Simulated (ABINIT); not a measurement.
Wanted: the native input for an ABINIT 10.8.3 (patched build) run.

| Item | Value |
| --- | --- |
| Task | equation of state |
| Functional | BLYP |
| Dispersion | D3 |
| Potentials or basis | JTH PAW PBE v2.0 |
| Cutoff | 463 eV |
| k mesh | 9 × 9 × 9 |
| Occupations | fermi-dirac, width 0.05 eV |
| Spin | no spin polarisation |
| Fine-grid cutoff | 925.187 eV |
| Exchange and correlation inside the PAW spheres | full angular mesh (pawxcdev 0, this build's default; the released program takes 1) |

Pb:

```
Pb
1.0
     0.00000    2.47502    2.47502
     2.47502    0.00000    2.47502
     2.47502    2.47502    0.00000
Pb
1
Direct
  0.00000 0.00000 0.00000
```

One way to write it, as run:

run.abi

```
# Datasets: one volume each
ndtset 7
getwfk -1
scalecart1 3*0.9795861087
scalecart2 3*0.9864848297
scalecart3 3*0.9932883884
scalecart4 3*1.0000000000
scalecart5 3*1.0066227096
scalecart6 3*1.0131594038
scalecart7 3*1.0196128224

# Pseudopotentials
pp_dirpath "./"
pseudos "Pb.GGA_PBE-JTH.xml"

# Structure
acell 6.6144323282 6.6144323282 6.6144323282
rprim
     0.0000000000     0.7071067812     0.7071067812
     0.7071067812     0.0000000000     0.7071067812
     0.7071067812     0.7071067812     0.0000000000
ntypat 1
znucl 82
natom 1
typat 1
xred
     0.0000000000     0.0000000000     0.0000000000

# Plane-wave basis
ecut 462.593566 eV
pawecutdg 34.0

# k points
kptopt 1
ngkpt 9 9 9
nshiftk 1
shiftk 0.0 0.0 0.0

# Exchange and correlation
ixc -106131
vdw_xc 6

# Bands and occupations
nband 11
occopt 3
tsmear 0.05 eV

# SCF cycle
nstep 100
tolvrs 1.0e-9

# Output
iomode 3
prtwf 1
prtden 0
prteig 0
prtebands 0
enunit 2
```

Potentials or basis: JTH PAW PBE v2.0.

The run is started by

```console
$ abinit run.abi > log 2>&1
```

Results of the run:

| Item | Value |
| --- | --- |
| Equilibrium volume | 32.27 Å³/atom (rough: see the caveat) |
| Bulk modulus | 33 GPa (rough) |

Caveat: the cutoff is too short for stress, so the log's stress isn't used; pressures at fixed basis lie under the slope of the energies; the fit is doubtful: noisy points or a state that changes with volume; the minimum lies outside the volumes run; the PAW data sets were made with another functional, which shifts forces and pressure a little.

Run time: 43 s on 1 thread of Intel(R) Xeon(R) 6975P-C (Granite Rapids), with other jobs on the host, peak memory 0.13 GiB.
